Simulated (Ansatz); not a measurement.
**Abstraction of F: CHF3 + C2H2F → CHF2 + C2H2F2**

Species: CHF3 (trifluoromethane) `FC(F)F`, singlet; C2H2F `C=[C]F`, doublet; CHF2 `F[CH]F`, doublet; C2H2F2 (vinylidene fluoride) `C=C(F)F`, singlet. A radical takes F: the energy is the difference in strength between two C–F bonds in different surroundings.

Shapes, held fixed at every level: PBE0-D4/def2-TZVP. Programs: Ansatz 0.2.0. The zero-point and thermal change to 298 K, harmonic and unscaled (PBE0-D4/def2-TZVP), is -0.6 kJ/mol.

Task: Estimate ΔH(298 K) of this reaction.

Result: B2PLYP/def2-TZVPP gives ΔH(298 K) = -13.2 kJ/mol; the levels span -17.3 to +5.4. They disagree on the sign: 1 of 8 are positive. The median of the levels is -13.8. No measured value is set beside it here. Spin contamination: C2H2F (⟨S²⟩ up to 0.93). Open shells run unrestricted. Times are processor times on shared x86 and Arm servers, and rough.

```csv
level,kind,ΔH(298 K) (kJ/mol),CPU time (sum over the molecules)
HF/def2-TZVPP,Hartree–Fock,+5.4,–
PBE-D4/def2-TZVPP,GGA,-17.3,17 s
r2SCAN-D4/def2-TZVPP,meta-GGA,-12.1,26 s
B3LYP-D4/def2-TZVPP,global hybrid,-16.1,20 s
PBE0-D4/def2-TZVPP,global hybrid,-15.1,15 s
r2SCAN0-D4/def2-TZVPP,global hybrid,-11.1,33 s
wB97X-V/def2-TZVPP,range-separated hybrid,-14.4,52 s
B2PLYP/def2-TZVPP,double hybrid,-13.2,27 s
```
